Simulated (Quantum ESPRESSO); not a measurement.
**BN in Quantum ESPRESSO: the effect of target pressure**

Crystal: BN.

```
N B
1.0
     2.55394    0.00000    0.00000
    -1.27697    2.21178    0.00000
     0.00000    0.00000    4.22685
N B
2 2
Direct
  0.33333 0.66667 0.12528
  0.66667 0.33333 0.62528
  0.33333 0.66667 0.49972
  0.66667 0.33333 0.99972
```

Measurements of this composition are mostly on another form, of space group No. 194.

Alike in all runs:

- Program: Quantum ESPRESSO 7.5
- Task: relaxation of cell and atoms
- Functional: PBE
- Potentials or basis: SSSP 1.3 efficiency PBE
- Cutoff: 939 eV
- Density cutoff: 7510 eV
- k mesh: 12 × 12 × 6
- Occupations: fermi-dirac, width 0.05 eV
- Spin: no spin polarisation

Each run relaxes the cell or the atoms first.

**Question.** One run gave: relaxed volume 5.67 Å³/atom; gap on the mesh 5.12 eV. Which target pressure did it use?
A. 5 GPa
B. 30 GPa
C. 2 GPa
D. 0 GPa
E. 20 GPa

**Answer.** E.

```tsv
target pressure	relaxed volume (Å³/atom)	gap on the mesh (eV)
0 GPa	5.95	5.23
2 GPa	5.92	5.22
5 GPa	5.87	5.20
10 GPa	5.80	5.18
20 GPa	5.67	5.12
30 GPa	5.55	5.07
```

A k mesh can miss the band edges.
